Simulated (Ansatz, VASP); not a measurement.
**LiF: VASP beside Ansatz**

```xyz
2
Lattice="0.0000 2.0340 2.0340 2.0340 0.0000 2.0340 2.0340 2.0340 0.0000" Properties=species:S:1:pos:R:3 pbc="T T T"
Li    2.0340    2.0340    2.0340
F     0.0000    0.0000    0.0000
```

Change from the starting cell: the structure that the rattled cell fell into.

Alike in both runs: task single point; functional PBE; k mesh 8 × 8 × 8; occupations gaussian, width 0.1 eV; no spin polarisation.

|  | VASP | Ansatz |
| --- | --- | --- |
| version | VASP 6.6.1 | Ansatz 0.2.0 |
| potentials or method | VASP PAW PBE potentials, release 64 (Li_sv, F) | scalar-relativistic, plane waves, PAW |
| plane-wave cutoff (eV) | 520 | 420 |
| valence electrons in the cell | 10 | 10 |

```csv
,VASP,Ansatz,Ansatz less VASP
gap on the k mesh at the Fermi level (eV),8.83,8.83,+0.002
least direct gap on the mesh (eV),8.83,8.83,+0.002
```

 A k mesh can miss the band edges.
